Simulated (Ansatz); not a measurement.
# CdO2 (P-3m1) in Ansatz: notebook

Aim: see how the results for CdO2 move with the level of theory and the settings. Levels: LDA, r2SCAN. Tasks: band structure, single point, equation of state.

Everything below comes from runs of Ansatz 0.2.0. Logs are shortened: lines on timing, memory, paths and dates and some standing lists are left out, and cuts for length are marked.

## 1. The structure

Symmetry: P-3m1, No. 164, trigonal system. The conventional cell has a = 3.476 Å, b = 3.476 Å, c = 4.148 Å, α = 90.00°, β = 90.00°, γ = 120.00°. Cd (site symmetry -3m) has 6 O at 2.25 Å as nearest neighbours. O (site symmetry 3m) has 3 Cd at 2.25 Å as nearest neighbours.

The cell comes from a database or a generator and needn't be the stable form of this composition.

## 2. Band structure, LDA

The input, input.yaml:

```yaml
crystal:
  lattice:
    - [3.4762295762, 0.0, 0.0]
    - [-1.7381147881, 3.0105031223, 0.0]
    - [0.0, 0.0, 4.148076]
  atoms:
    - { symbol: Cd, position: [0.0, 0.0, 0.0] }
    - { symbol: O, position: [0.3333333333, 0.6666666667, 0.244219] }
    - { symbol: O, position: [0.6666666667, 0.3333333333, 0.755781] }
hamiltonian:
  xc: lda
  pseudopotentials: { kind: paw }
kpoints:
  mp_grid: { grid: [9, 9, 7] }
  band_path:
    path:
      - [[0.0, 0.0, 0.0], [0.5, 0.0, 0.0], [0.3333333333, 0.3333333333, 0.0], [0.0, 0.0, 0.0], [0.0, 0.0, 0.5], [0.5, 0.0, 0.5], [0.3333333333, 0.3333333333, 0.5], [0.0, 0.0, 0.5]]
      - [[0.5, 0.0, 0.5], [0.5, 0.0, 0.0]]
      - [[0.3333333333, 0.3333333333, 0.0], [0.3333333333, 0.3333333333, 0.5]]
    npoints: 14
scf:
  occupations: { method: fermi_dirac, width: 0.05 }
  n_extra_bands: 7
output:
  forces: true
  stress: true
  eigenvalues: true
  fatbands: true
  write_density: true
  write_potential: true
  elf: true
  volumetric_format: npy
```

Potentials or basis: Ansatz PAW.

On the command line:

```
> ansatz run input.yaml --threads 2 --pin off --max-ram 5632MiB --backend cpu --events-out ev --progress --plain --runs-dir out
```

What it wrote:

```text
Warning: RAYON_NUM_THREADS=2 ignored (pool sized by the plan → 2); use --threads N
scf.n_extra_bands = 7 over 16 filled bands (N_el = 32.0): the run solves 23 bands
Engine: ansatz 0.2.0, aarch64-unknown-linux-gnu
Pseudopotentials: kind: paw
Pseudopotential: Cd, paw, valence charge 20, recommended cutoff 420 eV (normal), Cd.paw.azcp
Pseudopotential: O, paw, valence charge 6, recommended cutoff 420 eV (normal), O.paw.azcp
Functional definition: SPW92
  exchange = slater_x
  correlation = pw_c
Crystal: 3 atoms, lattice volume = 43.410 Å³
Basis set: ecut = 420 eV, 823 PW (Γ)
Bands: 23, of which v1, the nominal top of the filled ones, is band 16 counted from 1 (15 counted from 0)
Symmetry: 12 space group operations
Space group: P-3m1 (ITA 164), of the structure as read, at distance tolerance 3.5e-5 Å
k-points: 69 of 567
Non-local potential: Cd, projectors of the file, l = 0: 3, l = 1: 2, l = 2: 2, l = 3: 1
Non-local potential: O, projectors of the file, l = 0: 2, l = 1: 2, l = 2: 1
PAW form: soft (Blöchl's): semilocal exchange-correlation on the pseudo side does not see the compensation charge
PAW frozen core: Cd, regenerated for the run's functional, and the local potential with it (the file was generated under x = pbe(κ = 0.804, μ = 0.2195149727645171), c = pbe(β = 0.06672455060314922))
PAW frozen core: O, regenerated for the run's functional, and the local potential with it (the file was generated under x = pbe(κ = 0.804, μ = 0.2195149727645171), c = pbe(β = 0.06672455060314922))
PAW one-centre angular grid: Cd, 590 points (default); XC on 64 Gauss nodes
PAW one-centre angular grid: O, 110 points (default); XC on 64 Gauss nodes
Initial density: superposition of atomic densities (neutral atoms: chi_scale 0, normalization atom), corrected by the library's trained network
Initial wavefunctions: pseudopotential atomic-orbital guess
Functional: x = slater, c = lda
SCF iter   1: F=—  HF=-9222.798387 eV  |F-HF|=—  |Δ(HF+E_count)|=         —  Δρ=1.74e-2  dr2=9.28e-2  ethr=1.77e-3  ⟨swp⟩=5.9  Hψ=6844  notcnv=0  defer=19
preconditioner: auto → LDOS  [metal: Δε(μ)=0.018 eV  Ē_g=15.953 eV  σ=0.050 eV  W_gap=0.09  n_scr=20 (ndim 8)  ℏωp=27.6 eV  f_vac=0.105  D(μ)=4.49/eV (n_scr^D=58)  β→1.0]
SCF iter   2: F=—  HF=-9222.775402 eV  |F-HF|=—  |Δ(HF+E_count)|=   2.30e-2  Δρ=1.11e-2  dr2=2.23e-2  ethr=2.90e-4  ⟨swp⟩=2.1  Hψ=3251  notcnv=0  defer=86
SCF iter   3: F=—  HF=-9222.769246 eV  |F-HF|=—  |Δ(HF+E_count)|=   6.16e-3  Δρ=2.83e-3  dr2=2.55e-3  ethr=6.95e-5  ⟨swp⟩=2.0  Hψ=2931  notcnv=0  defer=86
SCF iter   4: F=—  HF=-9222.768724 eV  |F-HF|=—  |Δ(HF+E_count)|=   5.22e-4  Δρ=1.23e-3  dr2=5.39e-4  ethr=7.96e-6  ⟨swp⟩=2.0  Hψ=2178  notcnv=0  defer=86
SCF iter   5: F=—  HF=-9222.768648 eV  |F-HF|=—  |Δ(HF+E_count)|=   7.64e-5  Δρ=5.82e-4  dr2=1.50e-4  ethr=1.68e-6  ⟨swp⟩=1.2  Hψ=1548  notcnv=0  defer=86
SCF iter   6: F=—  HF=-9222.768611 eV  |F-HF|=—  |Δ(HF+E_count)|=   3.66e-5  Δρ=2.07e-4  dr2=2.61e-5  ethr=4.69e-7  ⟨swp⟩=2.6  Hψ=1975  notcnv=0  defer=86
SCF iter   7: F=—  HF=-9222.768634 eV  |F-HF|=—  |Δ(HF+E_count)|=   2.33e-5  Δρ=3.81e-5  dr2=4.08e-7  ethr=8.16e-8  ⟨swp⟩=2.3  Hψ=2176  notcnv=0  defer=86
SCF iter   8: F=-9222.768634 eV  HF=-9222.768634 eV  |F-HF|=7.69e-9  |Δ(HF+E_count)|=   6.59e-8  Δρ=7.03e-6  dr2=1.72e-8  ethr=3.13e-10  ⟨swp⟩=11.4  Hψ=9671  notcnv=0
SCF 1 converged in 8 iterations: F = -9222.768634 eV  dr2 = 1.72e-8
NSCF: frozen V_eff on 129 k-points
SCF converged after 8 iterations
Free energy (F): -9222.768634 eV
Harris-Foulkes:  -9222.768634 eV  (|F-HF|=7.69e-9)
Internal energy: -9222.728998 eV  (E = F + TS)
E sigma→0 (E₀):  -9222.748816 eV
Entropy (-TS):   -0.039636 eV (-13.212 meV/atom)
Fermi energy:    5.960817 eV
--- Per-component energies (eV) ---
  E_band       = -524.236792
  E_kinetic    = 839.044579
  E_local      = -4245.460864  (includes V_loc(G=0)·N_el)
  E_nonlocal   = 142.042656
  E_hartree    = 1875.605161
  E_xc         = -315.325990
  E_vxc        = -401.007187  (∫ρ·V_xc dr)
  E_paw        = -4237.931949  (= ΣΔE_a)
  E_vpaw       = -610.065808  (= ΣTr[D̂ρ^β])
  E_aug_tail   = 0.004673  (compensation charges beyond the density's cutoff)
  E_ewald      = -3281.667676
  E_core_change = 0.960412  (= ΣΔE_core)
  E_smearing   = -0.039636  (= −TS)
  E_closure    = 0.000000  (closes the sum)
  Σ components = -9222.768634   (vs F -9222.768634, Δ=0.00e0)
--- Forces (eV/Å), atoms counted from 1 ---
  atom   1  Cd     0.00000000     0.00000000     0.00000000
  atom   2  O     -0.00000000    -0.00000000    -0.49354277
  atom   3  O      0.00000000     0.00000000     0.49354277
  max |Σ_I F_I| component: 4.63e-18 eV/Å
--- Stress (GPa, compression-positive) ---
      -15.990755       0.000000      -0.000000
        0.000000     -15.990755      -0.000000
       -0.000000      -0.000000     -12.766892
  P = ⅓ Tr σ = -14.9161 GPa (-149.161 kbar)
--- Band table (eV; the first three rows and the last of 69) ---
  k-point 0: bands = ["-94.3187", "-55.4539", "-55.4466", "-55.4466", "-10.9267", "-9.4424", "-1.2706", "-1.2706", "-0.8920", "-0.2750", "-0.2750", "3.7797", "5.0034", "5.0034", "5.9012", "5.9012", "5.9966", "9.1057", "14.2174", "19.3308", "19.3308", "20.3377", "24.0837"]
  k-point 1: bands = ["-94.3187", "-55.4539", "-55.4466", "-55.4466", "-10.8736", "-9.5090", "-1.2675", "-1.2675", "-0.8377", "-0.2790", "-0.2790", "3.7989", "4.9526", "4.9526", "5.6870", "5.9609", "5.9609", "9.4824", "14.0489", "19.3506", "19.3506", "20.4309", "24.1556"]
  k-point 2: bands = ["-94.3187", "-55.4540", "-55.4466", "-55.4466", "-10.7311", "-9.6817", "-1.2605", "-1.2605", "-0.7108", "-0.2879", "-0.2879", "3.8799", "4.8550", "4.8550", "5.0720", "6.0794", "6.0794", "10.3042", "13.5212", "19.4093", "19.4093", "20.9502", "23.8863"]
  k-point 68: bands = ["-94.3183", "-55.4532", "-55.4517", "-55.4517", "-10.0141", "-10.0141", "-0.6742", "-0.6742", "-0.2199", "-0.2199", "-0.2083", "2.5076", "3.4224", "3.4224", "3.8888", "6.2736", "6.2736", "13.7512", "15.0651", "17.3346", "17.3346", "20.0327", "20.0327"]
```

Run time: 4.1 s. Hardware: 2 threads of Arm Neoverse V2, shared host; peak memory 0.34 GiB.

Results:

| Property | Result |
| --- | --- |
| Free energy | -9222.7686 eV |
| Pressure | -14.9 GPa |
| Largest force | 0.494 eV/Å |
| Band gap on the k mesh | none (metal or under the smearing width) |

Forces in eV/Å, atoms in the order of the input:
```
Cd   0.000  0.000  0.000
O    0.000  0.000 -0.494
O    0.000  0.000  0.494
```

Levels at the corners of the path, in eV from the Fermi level:
```
point  band 14  band 15  band 16  band 17  band 18  band 19
    Γ    -0.96    -0.06    -0.06     0.04     3.14     8.26
    M    -2.29    -1.55    -0.16     0.37     7.05     8.83
    K    -1.74    -1.23    -0.61    -0.61     7.34    10.56
    Γ    -0.96    -0.06    -0.06     0.04     3.14     8.26
    A    -1.18    -1.18     0.21     0.21     5.38     6.67
    L    -1.88    -0.60    -0.12    -0.09     7.26     8.10
    H    -2.57    -2.14     0.35     0.35     7.84     8.98
    A    -1.18    -1.18     0.21     0.21     5.38     6.67
    L    -1.88    -0.60    -0.12    -0.09     7.26     8.10
    M    -2.29    -1.55    -0.16     0.37     7.05     8.83
    K    -1.74    -1.23    -0.61    -0.61     7.34    10.56
    H    -2.57    -2.14     0.35     0.35     7.84     8.98
```

Caveat: the pressure holds a Pulay correction of +0.8 GPa for the finite cutoff; the PAW data sets come from PBE, with cores solved anew for the run's functional, which leaves a small shift of forces and pressure.

## 3. Single point, LDA, 13.60 Å³/atom (volume scaled by 0.94)

The input, input.yaml:

```yaml
crystal:
  lattice:
    - [3.4052662036, 0.0, 0.0]
    - [-1.7026331018, 2.9490470388, 0.0]
    - [0.0, 0.0, 4.0633976275]
  atoms:
    - { symbol: Cd, position: [0.0, 0.0, 0.0] }
    - { symbol: O, position: [0.3333333333, 0.6666666667, 0.244219] }
    - { symbol: O, position: [0.6666666667, 0.3333333333, 0.755781] }
hamiltonian:
  xc: lda
  pseudopotentials: { kind: paw }
kpoints:
  mp_grid: { grid: [9, 9, 7] }
scf:
  occupations: { method: fermi_dirac, width: 0.05 }
output:
  forces: true
  stress: true
  eigenvalues: true
  write_density: true
  write_potential: true
  elf: true
  volumetric_format: npy
```

Potentials or basis: Ansatz PAW.

On the command line:

```
> ansatz run input.yaml --threads 2 --pin off --max-ram 5632MiB --backend cpu --events-out ev --progress --plain --runs-dir out
```

Run time: 2.1 s. Hardware: 2 threads of Arm Neoverse V2, shared host; peak memory 0.33 GiB.

Results (log left out):

```yaml
Free_energy: -9222.9806 eV
Pressure: -10.9 GPa
Largest_force: 0.174 eV/Å
Band_gap_on_the_k_mesh: none (metal or under the smearing width)
```

Caveat: the pressure holds a Pulay correction of +0.8 GPa for the finite cutoff; the PAW data sets come from PBE, with cores solved anew for the run's functional, which leaves a small shift of forces and pressure.

## 4. Single point, LDA, 13.89 Å³/atom (volume scaled by 0.96)

input.yaml, as its differences from that of step 3:

```diff
@@ -2,5 +2,5 @@
   lattice:
-    - [3.4052662036, 0.0, 0.0]
-    - [-1.7026331018, 2.9490470388, 0.0]
-    - [0.0, 0.0, 4.0633976275]
+    - [3.4292477416, 0.0, 0.0]
+    - [-1.7146238708, 2.96981566, 0.0]
+    - [0.0, 0.0, 4.0920140466]
   atoms:
@@ -20,5 +20 @@
   eigenvalues: true
-  write_density: true
-  write_potential: true
-  elf: true
-  volumetric_format: npy
```

On the command line:

```
> ansatz run input.yaml --threads 2 --pin off --max-ram 5632MiB --backend cpu --events-out ev --progress --plain --runs-dir out
```

Run time: 1.6 s. Hardware: 2 threads of Arm Neoverse V2, shared host; peak memory 0.32 GiB.

Results (log left out):

```
Free energy            : -9222.9174 eV
Pressure               : -12.4 GPa
Largest force          : 0.290 eV/Å
Band gap on the k mesh : none (metal or under the smearing width)
```

Caveat: the pressure holds a Pulay correction of +0.8 GPa for the finite cutoff; the PAW data sets come from PBE, with cores solved anew for the run's functional, which leaves a small shift of forces and pressure.

## 5. Single point, LDA, 14.18 Å³/atom (volume scaled by 0.98)

input.yaml, as its differences from that of step 4:

```diff
@@ -2,5 +2,5 @@
   lattice:
-    - [3.4292477416, 0.0, 0.0]
-    - [-1.7146238708, 2.96981566, 0.0]
-    - [0.0, 0.0, 4.0920140466]
+    - [3.4528984734, 0.0, 0.0]
+    - [-1.7264492367, 2.9902977946, 0.0]
+    - [0.0, 0.0, 4.1202357249]
   atoms:
@@ -20 +20,5 @@
   eigenvalues: true
+  write_density: true
+  write_potential: true
+  elf: true
+  volumetric_format: npy
```

On the command line:

```
> ansatz run input.yaml --threads 2 --pin off --max-ram 5632MiB --backend cpu --events-out ev --progress --plain --runs-dir out
```

Run time: 2.1 s. Hardware: 2 threads of Arm Neoverse V2, shared host; peak memory 0.33 GiB.

The run converged. Its results:

| Item | Value |
| --- | --- |
| Free energy | -9222.8463 eV |
| Pressure | -13.8 GPa |
| Largest force | 0.396 eV/Å |
| Band gap on the k mesh | none (metal or under the smearing width) |

Caveat: the pressure holds a Pulay correction of +0.8 GPa for the finite cutoff; the PAW data sets come from PBE, with cores solved anew for the run's functional, which leaves a small shift of forces and pressure.

## 6. Single point, LDA, 14.47 Å³/atom

input.yaml, as its differences from that of step 5:

```diff
@@ -2,5 +2,5 @@
   lattice:
-    - [3.4528984734, 0.0, 0.0]
-    - [-1.7264492367, 2.9902977946, 0.0]
-    - [0.0, 0.0, 4.1202357249]
+    - [3.4762295762, 0.0, 0.0]
+    - [-1.7381147881, 3.0105031223, 0.0]
+    - [0.0, 0.0, 4.148076]
   atoms:
```

Potentials or basis: Ansatz PAW.

On the command line:

```
> ansatz run input.yaml --threads 2 --pin off --max-ram 5632MiB --backend cpu --events-out ev --progress --plain --runs-dir out
```

Run time: 2.2 s. Hardware: 2 threads of Arm Neoverse V2, shared host; peak memory 0.33 GiB.

It converged, with:

```yaml
Free_energy: -9222.7686 eV
Pressure: -14.9 GPa
Largest_force: 0.494 eV/Å
Band_gap_on_the_k_mesh: none (metal or under the smearing width)
```

Caveat: the pressure holds a Pulay correction of +0.8 GPa for the finite cutoff; the PAW data sets come from PBE, with cores solved anew for the run's functional, which leaves a small shift of forces and pressure.

## 7. Single point, LDA, 14.76 Å³/atom (volume scaled by 1.02)

input.yaml, as its differences from that of step 6:

```diff
@@ -2,5 +2,5 @@
   lattice:
-    - [3.4762295762, 0.0, 0.0]
-    - [-1.7381147881, 3.0105031223, 0.0]
-    - [0.0, 0.0, 4.148076]
+    - [3.499251635, 0.0, 0.0]
+    - [-1.7496258175, 3.0304408101, 0.0]
+    - [0.0, 0.0, 4.1755475026]
   atoms:
@@ -20,5 +20 @@
   eigenvalues: true
-  write_density: true
-  write_potential: true
-  elf: true
-  volumetric_format: npy
```

On the command line:

```
> ansatz run input.yaml --threads 2 --pin off --max-ram 5632MiB --backend cpu --events-out ev --progress --plain --runs-dir out
```

It took 1.7 s on 2 threads of Arm Neoverse V2, shared host; peak memory 0.33 GiB.

Results (log left out):

```
Free energy            : -9222.6849 eV
Pressure               : -15.9 GPa
Largest force          : 0.583 eV/Å
Band gap on the k mesh : none (metal or under the smearing width)
```

Caveat: the pressure holds a Pulay correction of +0.8 GPa for the finite cutoff; the PAW data sets come from PBE, with cores solved anew for the run's functional, which leaves a small shift of forces and pressure.

## 8. Single point, LDA, 15.05 Å³/atom (volume scaled by 1.04)

input.yaml, as its differences from that of step 7:

```diff
@@ -2,5 +2,5 @@
   lattice:
-    - [3.499251635, 0.0, 0.0]
-    - [-1.7496258175, 3.0304408101, 0.0]
-    - [0.0, 0.0, 4.1755475026]
+    - [3.521974685, 0.0, 0.0]
+    - [-1.7609873425, 3.0501195486, 0.0]
+    - [0.0, 0.0, 4.2026622072]
   atoms:
```

On the command line:

```
> ansatz run input.yaml --threads 2 --pin off --max-ram 5632MiB --backend cpu --events-out ev --progress --plain --runs-dir out
```

It took 1.8 s on 2 threads of Arm Neoverse V2, shared host; peak memory 0.33 GiB.

It converged, with:

```yaml
Free_energy: -9222.5964 eV
Pressure: -16.7 GPa
Largest_force: 0.666 eV/Å
Band_gap_on_the_k_mesh: none (metal or under the smearing width)
```

Caveat: the pressure holds a Pulay correction of +0.7 GPa for the finite cutoff; the PAW data sets come from PBE, with cores solved anew for the run's functional, which leaves a small shift of forces and pressure.

## 9. Single point, LDA, 15.34 Å³/atom (volume scaled by 1.06)

input.yaml, as its differences from that of step 8:

```diff
@@ -2,5 +2,5 @@
   lattice:
-    - [3.521974685, 0.0, 0.0]
-    - [-1.7609873425, 3.0501195486, 0.0]
-    - [0.0, 0.0, 4.2026622072]
+    - [3.5444082496, 0.0, 0.0]
+    - [-1.7722041248, 3.0695475854, 0.0]
+    - [0.0, 0.0, 4.229431478]
   atoms:
```

Potentials or basis: Ansatz PAW.

On the command line:

```
> ansatz run input.yaml --threads 2 --pin off --max-ram 5632MiB --backend cpu --events-out ev --progress --plain --runs-dir out
```

It took 1.8 s on 2 threads of Arm Neoverse V2, shared host; peak memory 0.33 GiB.

It converged, with:

```
Free energy            : -9222.5039 eV
Pressure               : -17.5 GPa
Largest force          : 0.742 eV/Å
Band gap on the k mesh : none (metal or under the smearing width)
```

Caveat: the pressure holds a Pulay correction of +0.7 GPa for the finite cutoff; the PAW data sets come from PBE, with cores solved anew for the run's functional, which leaves a small shift of forces and pressure.

## 10. Equation of state, LDA

No new run: the results of the series are fitted here.

What came out:

| Property | Result |
| --- | --- |
| Equilibrium volume | 12.29 Å³/atom (rough: see the caveat) |
| Bulk modulus at fixed shape and positions | 139 GPa (rough) |

Energy against volume, from the lowest point:
```tsv
volume (Å³/atom)	energy (meV/atom)
13.602	0.00
13.891	21.09
14.181	44.78
14.470	70.67
14.760	98.56
15.049	128.08
15.338	158.92
```

Caveat: the minimum lies outside the volumes run; the cell was scaled at fixed shape and fractional positions, which overstates the stiffness of a crystal with free parameters, most of all of layers and chains.

## 11. Band structure, r2SCAN

The input, input.yaml:

```yaml
crystal:
  lattice:
    - [3.4762295762, 0.0, 0.0]
    - [-1.7381147881, 3.0105031223, 0.0]
    - [0.0, 0.0, 4.148076]
  atoms:
    - { symbol: Cd, position: [0.0, 0.0, 0.0] }
    - { symbol: O, position: [0.3333333333, 0.6666666667, 0.244219] }
    - { symbol: O, position: [0.6666666667, 0.3333333333, 0.755781] }
hamiltonian:
  xc: r2scan
  pseudopotentials: { kind: paw }
kpoints:
  mp_grid: { grid: [9, 9, 7] }
  band_path:
    path:
      - [[0.0, 0.0, 0.0], [0.5, 0.0, 0.0], [0.3333333333, 0.3333333333, 0.0], [0.0, 0.0, 0.0], [0.0, 0.0, 0.5], [0.5, 0.0, 0.5], [0.3333333333, 0.3333333333, 0.5], [0.0, 0.0, 0.5]]
      - [[0.5, 0.0, 0.5], [0.5, 0.0, 0.0]]
      - [[0.3333333333, 0.3333333333, 0.0], [0.3333333333, 0.3333333333, 0.5]]
    npoints: 14
scf:
  occupations: { method: fermi_dirac, width: 0.05 }
  n_extra_bands: 7
output:
  forces: true
  stress: true
  eigenvalues: true
  fatbands: false
  write_density: true
  write_potential: true
  elf: true
  volumetric_format: npy
```

On the command line:

```
> ansatz run input.yaml --threads 2 --pin off --max-ram 5632MiB --backend cpu --events-out ev --progress --plain --runs-dir out
```

Wall time 7.6 s (2 threads of Arm Neoverse V2, shared host); peak memory 0.46 GiB.

The run converged. Its results:

* Free energy: -9399.8546 eV
* Pressure: -9.8 GPa
* Largest force: 0.248 eV/Å
* Band gap on the k mesh: none (metal or under the smearing width)

Forces on the atoms (eV/Å):
```
Cd   0.000  0.000  0.000
O    0.000  0.000 -0.248
O    0.000  0.000  0.248
```

Stress tensor (GPa, compression positive):
```
-10.09   0.00   0.00
  0.00 -10.09   0.00
  0.00   0.00  -9.15
```

Levels at the corners of the path, in eV from the Fermi level:
```
point  band 13  band 14  band 15  band 16  band 17  band 18  band 19  band 20
    Γ    -0.95    -0.95    -0.07    -0.07     0.03     3.88     9.19    14.58
    M    -2.33    -2.25    -1.55    -0.17     0.38     7.96     9.78    13.51
    K    -1.74    -1.74    -1.21    -0.61    -0.61     8.27    11.56    11.56
    Γ    -0.95    -0.95    -0.07    -0.07     0.03     3.88     9.19    14.58
    A    -1.55    -1.18    -1.18     0.20     0.20     6.18     7.48    14.78
    L    -3.25    -1.86    -0.59    -0.10    -0.09     8.25     8.98    11.72
    H    -2.58    -2.58    -2.10     0.35     0.35     8.86     9.86    12.53
    A    -1.55    -1.18    -1.18     0.20     0.20     6.18     7.48    14.78
    L    -3.25    -1.86    -0.59    -0.10    -0.09     8.25     8.98    11.72
    M    -2.33    -2.25    -1.55    -0.17     0.38     7.96     9.78    13.51
    K    -1.74    -1.74    -1.21    -0.61    -0.61     8.27    11.56    11.56
    H    -2.58    -2.58    -2.10     0.35     0.35     8.86     9.86    12.53
```

Caveat: the PAW data sets come from PBE, with cores solved anew for the run's functional, which leaves a small shift of forces and pressure.

## 12. Overview

```tsv
task	level	cutoff (eV)	points for each segment of the path	gap on the mesh (eV)	pressure (GPa)	largest force (eV/Å)
band structure	LDA	420	14	none	-14.9	0.49
equation of state	LDA	420	-	-	-	-
band structure	r2SCAN	500	14	none	-9.8	0.25
```

Alike in all rows: potentials or basis Ansatz PAW; no spin polarisation; cell as given; k mesh 9 × 9 × 7; smearing fermi-dirac 0.05 eV.

Caveats: the PAW data sets come from PBE, with cores solved anew for the run's functional, which leaves a small shift of forces and pressure (some runs); the minimum lies outside the volumes run (some runs); the cell was scaled at fixed shape and fractional positions, which overstates the stiffness of a crystal with free parameters, most of all of layers and chains (some runs).

Total energies depend on the potentials used, so only differences within one code and one set of settings carry meaning.
